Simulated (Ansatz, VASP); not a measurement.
# In in VASP and in Ansatz

File INCAR:

```
PREC = Accurate
ENCUT = 520
EDIFF = 1E-6
ISMEAR = -1
SIGMA = 0.1
LREAL = False
LASPH = True
NELM = 80
ALGO = Normal
ISIF = 2
LWAVE = False
LCHARG = False
GGA = RP
NBANDS = 20
```

KPOINTS

```
Automatic mesh
0
Gamma
  12 12 7
```

File POSCAR:

```
In
1.0
    3.4573261821      0.0000000000      0.0000000000
   -1.7286630910      2.9941323029      0.0000000000
    0.0000000000      0.0000000000      5.6111385739
In
2
Direct
    0.3333333333      0.6666666667      0.2500000000
    0.6666666667      0.3333333333      0.7500000000
```

Input for Ansatz:

```yaml
crystal:
  lattice:
    - [3.4573261821, 0.0, 0.0]
    - [-1.728663091, 2.9941323029, 0.0]
    - [0.0, 0.0, 5.6111385739]
  atoms:
    - { symbol: In, position: [0.3333333333, 0.6666666667, 0.25] }
    - { symbol: In, position: [0.6666666667, 0.3333333333, 0.75] }
hamiltonian:
  xc: rpbe
  pseudopotentials:
    kind: paw
    azcp:
      In: "pseudopotentials/In.paw.azcp"
basis:
  ecutwfc: 420
  fft_grid_basis: typed
kpoints:
  mp_grid: { grid: [12, 12, 7], shift: [0, 0, 0] }
magnetization:
  spin_polarized: false
scf:
  occupations: { method: fermi_dirac, width: 0.1 }
  lower_state_search: "off"
output:
  stress: true
  write_density: true
  write_potential: true
  elf: true
  volumetric_format: npy
```

Alike in both runs: task single point; functional RPBE; k mesh 12 × 12 × 7; occupations fermi-dirac, width 0.1 eV; no spin polarisation.

```csv
,VASP,Ansatz
version,VASP 6.6.1,Ansatz 0.2.0
potentials or method,"VASP PAW PBE potentials, release 64 (In_d)","plane waves (420 eV) with PAW, scalar-relativistic"
plane-wave cutoff (eV),520,420
valence electrons in the cell,26,26
```

|  | VASP | Ansatz | Ansatz less VASP |
| --- | --- | --- | --- |
| pressure (GPa) | -0.1 | 0.0 | +0.04 |
| largest component of the traceless stress (GPa) | 0.40 | 0.40 | 0.000 |

Caveats: the PAW data sets were made with another functional, which shifts forces and pressure a little (VASP).
